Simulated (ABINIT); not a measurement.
Wanted: the native input for an ABINIT 10.8.3 (patched build) run.

| Quantity | Value |
| --- | --- |
| Task | band structure |
| Functional | WC |
| Potentials or basis | JTH PAW PBE v2.0 |
| Cutoff | 844 eV |
| k mesh | 13 × 13 × 13 |
| Occupations | fermi-dirac, width 0.05 eV |
| Spin | collinear spin, ferromagnetic start |
| Starting moments | [3.0] μB |
| Fine-grid cutoff | 1442.2 eV |

Crystal: Fe.

```
Fe
1.0
    -1.44300    1.44300    1.44300
     1.44300   -1.44300    1.44300
     1.44300    1.44300   -1.44300
Fe
1
Direct
  0.00000 0.00000 0.00000
```

The input as run:

run.abi

```
ndtset 2

pp_dirpath "./"
pseudos "Fe.GGA_PBE-JTH.xml"

acell 3*1.0 Angstrom
rprim
    -1.4430000000     1.4430000000     1.4430000000
     1.4430000000    -1.4430000000     1.4430000000
     1.4430000000     1.4430000000    -1.4430000000
ntypat 1
znucl 26
natom 1
typat 1
xred
     0.0000000000     0.0000000000     0.0000000000

ecut 31.0
pawecutdg 53.0
pawxcdev 0

ixc 23

occopt 3
tsmear 0.00183747

nsppol 2
spinat
     0.0000000000     0.0000000000     3.0000000000

nstep 100

iomode 3
prtwf 0
prteig 0
prtebands 0
prtden1 1

kptopt1 1
ngkpt1 13 13 13
nshiftk1 1
shiftk1 0.0 0.0 0.0
nband1 13
tolvrs1 1.0e-9

iscf2 -2
getden2 1
nband2 19
nbdbuf2 4
tolwfr2 1.0e-11
kptopt2 -5
ndivsm2 6
prteig2 1
prtvol2 -3
kptbounds2
     0.0000000000     0.0000000000     0.0000000000
     0.5000000000    -0.5000000000     0.5000000000
     0.0000000000     0.0000000000     0.5000000000
     0.0000000000     0.0000000000     0.0000000000
     0.2500000000     0.2500000000     0.2500000000
     0.5000000000    -0.5000000000     0.5000000000
```

Potentials or basis: JTH PAW PBE v2.0.

Launch:

```console
$ abinit run.abi > log 2>&1
```

It gave:

- Pressure: -18.6 GPa
- Band gap on the k mesh: none (metal or under the smearing width)
- Net moment: 2.22 μB per cell
- Site moments: Fe +2.27 μB
- Valence electrons inside the program's atomic spheres: Fe 14.38 (radii [1.1194] Å)

Caveat: the PAW data sets were made with another functional, which shifts forces and pressure a little.

Wall time 64 s on 1 thread of Arm Neoverse V1, on a shared host, peak memory 0.13 GiB.
